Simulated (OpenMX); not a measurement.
Crystal: MgTe.

```xyz
2
Lattice="0.0000 3.2320 3.2320 3.2320 0.0000 3.2320 3.2320 3.2320 0.0000" Properties=species:S:1:pos:R:3 pbc="T T T"
Te    1.6160    1.6160    1.6160
Mg    0.0000    0.0000    0.0000
```

The cell comes from a database or a generator and needn't be the stable form of this composition.

Base run:

```yaml
Program: OpenMX 3.8.5
Functional: PBE
Potentials_or_basis: OpenMX 2013 PBE set, Te7.0-s3p2d2f1, Mg7.0-s3p2d1, grid cutoff 500 Ry
k_mesh: 5 × 5 × 5
Occupations: fermi-dirac, width 0.05 eV
Spin: non-collinear spin, zero start
Starting_moments: "[[0.0, 0.0, 0.0], [0.0, 0.0, 0.0]] μB"
```

Its results: band gap on the k mesh 2.67 eV, direct; net moment 0.00 μB per cell.

Problem. The run is repeated on the same cell with these changes: spin from non-collinear spin, zero start to non-collinear spin, zero start, spin-orbit coupling. What comes out?

Solution. Band gap on the k mesh 2.40 eV, direct; net moment 0.00 μB per cell.

Spin-orbit coupling splits the band edges, which narrows the gap.

Caveats: the basis of atomic orbitals isn't converged, which shifts pressures, moduli and gaps; spin-orbit coupling is left out, which moves the levels of the heavy elements (some runs); total energies with and without spin-orbit coupling shouldn't be compared in this program (some runs).
